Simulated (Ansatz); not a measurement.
A run of Ansatz 0.2.0 is set up as follows.

File input.yaml:

```yaml
crystal:
  lattice:
    - [0.0, 3.2333428, 3.2333428]
    - [3.2333428, 0.0, 3.2333428]
    - [3.2333428, 3.2333428, 0.0]
  atoms:
    - { symbol: Sn, position: [0.75, 0.75, 0.75] }
    - { symbol: Sn, position: [0.5, 0.5, 0.5] }
kpoints:
  mp_grid: { grid: [5, 5, 5] }
  band_path:
    path:
      - [0.0, 0.0, 0.0]
      - [0.5, 0.0, 0.5]
      - [0.5, 0.25, 0.75]
      - [0.375, 0.375, 0.75]
      - [0.0, 0.0, 0.0]
      - [0.5, 0.5, 0.5]
      - [0.625, 0.25, 0.625]
      - [0.5, 0.25, 0.75]
    npoints: 8
scf:
  occupations: { method: fermi_dirac, width: 0.05 }
hamiltonian:
  xc: pbe
  pseudopotentials: { kind: all_electron, lapw: { basis_error: 0.001 } }
output:
  forces: true
  stress: true
  eigenvalues: true
```

Potentials or basis: all-electron LAPW, scalar-relativistic.

Launch:

```sh
$ ansatz run input.yaml --threads 1 --pin off --max-ram 3072MiB --backend cpu --events-out ev --progress --plain --runs-dir out
```

(1) Estimate the band gap along the path.

(2) Predict the pressure.

Answers

(1) none (metal or under the smearing width).

(2) 4.0 GPa.

Caveat: spin-orbit coupling is left out, which moves the levels of the heavy elements.
